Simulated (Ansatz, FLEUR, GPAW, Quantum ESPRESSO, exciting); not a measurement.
# One calculation of LiCl, 6 ways

```
CELL_PARAMETERS angstrom
0.00000 2.56477 2.56477
2.56477 0.00000 2.56477
2.56477 2.56477 0.00000
ATOMIC_POSITIONS crystal
Cl 0.50000 0.50000 0.50000
Li 0.00000 0.00000 0.00000
```

Alike in all runs: task band structure; functional LDA; k mesh 9 × 9 × 9; occupations fermi-dirac, width 0.05 eV; no spin polarisation; no spin-orbit coupling. LDA stands for any of its common fits. Pressure is positive in compression and, in plane waves, holds the error of the finite cutoff, which Ansatz's Pulay term estimates and takes out. Gaps are the smaller of the mesh's and the band path's.

| program and potentials | plane-wave cutoff (eV) | notes | band gap (eV) | pressure (GPa) |
| --- | --- | --- | --- | --- |
| Ansatz, Ansatz PAW | 420 | potentials made for PBE, which Ansatz adapts in part; 5 valence electrons an atom on average | 5.98 | -3.24 |
| Ansatz, all-electron LAPW, scalar-relativistic | - | - | 5.98 | -3.22 |
| FLEUR, all-electron, FLAPW | - | - | 5.99 | - |
| exciting, all-electron LAPW+lo, shipped species files, valence relativity zora | - | - | 5.99 | - |
| Quantum ESPRESSO, PseudoDojo 0.4.1 SR LDA standard | 1007 | 5 valence electrons an atom on average | 5.98 | -3.25 |
| GPAW, the program's PAW data sets (release 1.2.1) made for this functional | 800 | 4 valence electrons an atom on average | 5.98 | -2.84 |

The band gap spans 5.98 (GPAW, the program's PAW data sets (release 1.2.1) made for this functional) to 5.99 eV (exciting, all-electron LAPW+lo, shipped species files, valence relativity zora), with all-electron results at 5.98 to 5.99. The pressure spans -3.25 (Quantum ESPRESSO, PseudoDojo 0.4.1 SR LDA standard) to -2.84 GPa (GPAW, the program's PAW data sets (release 1.2.1) made for this functional), with all-electron results at -3.22.

Differences between rows come from potentials, basis sets and numerical settings, since the functional is the same but for its coding. Runs on potential files found faulty are left out.
